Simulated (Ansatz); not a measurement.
Au:

```
CELL_PARAMETERS angstrom
1.41131 -2.55593 0.00000
1.41131 2.55593 0.00000
0.00000 0.00000 4.89317
ATOMIC_POSITIONS crystal
Au 0.33467 0.66533 0.25000
Au 0.66533 0.33467 0.75000
```

This isn't the form of Au at room conditions, which is fcc.

* Program: Ansatz 0.2.0
* Task: single point
* Functional: PBE
* Potentials or basis: Ansatz PAW
* Cutoff: 420 eV (not typed: the program's choice for these potentials)
* k mesh: 11 × 11 × 6
* Occupations: fermi-dirac, width 0.05 eV
* Spin: no spin polarisation

On this cell: pressure 3.2 GPa; largest force 0.026 eV/Å; band gap on the k mesh none (metal or under the smearing width).

The same run follows on a disturbed copy (atoms moved at random, drawn with an rms of 0.05 Å):

```
Au
1.0
     1.41131   -2.55593    0.00000
     1.41131    2.55593    0.00000
     0.00000    0.00000    4.89317
Au
2
Direct
  0.33425 0.65236 0.25193
  0.65276 0.31258 0.74169
```

What changes?

The energy (extrapolated to zero smearing) moves by +3.8 meV/atom; pressure 3.4 GPa; largest force 0.317 eV/Å; band gap on the k mesh none (metal or under the smearing width).

Forces on the atoms (eV/Å):
```
Au  -0.011 -0.027 -0.316
Au   0.011  0.027  0.316
```

Stress tensor (GPa, compression positive):
```
6.28 0.06 0.09
0.06 1.75 0.06
0.09 0.06 2.11
```
